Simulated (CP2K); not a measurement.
Crystal: CdSe.

```
CELL_PARAMETERS angstrom
4.34202 0.00000 0.00000
2.17101 3.76030 0.00000
2.17101 1.25343 3.54524
ATOMIC_POSITIONS crystal
Cd 0.00000 0.00000 0.00000
Se 0.25000 0.25000 0.25000
```

Measurements of this composition are mostly on another form, of space group No. 186.

Base run:

```yaml
Program: CP2K 2026.2
Functional: optB88-vdW
Potentials_or_basis: POTENTIAL_UZH Cd GTH-PBE-q12, Se GTH-PBE-q6; TZVP-MOLOPT-PBE-GTH basis
Density_cutoff: 9184 eV
k_mesh: 8 × 8 × 8
Occupations: fermi-dirac, width 0.05 eV
Spin: no spin polarisation
```

Its results: band gap on the k mesh 0.47 eV, direct; pressure 1.7 GPa.

Question: After a change of settings the same cell gave: band gap on the k mesh 0.26 eV, direct; pressure -1.6 GPa. Which change was it?
A. functional from optB88-vdW to PBEsol
B. functional from optB88-vdW to BEEF-vdW
C. functional from optB88-vdW to LDA
D. functional from optB88-vdW to TASK

Answer: C.

Caveats: the potentials were made for another functional, which shifts forces and pressure; the basis of atomic orbitals isn't converged, which shifts pressures, moduli and gaps.

Runs at the PBE level aren't shown here.
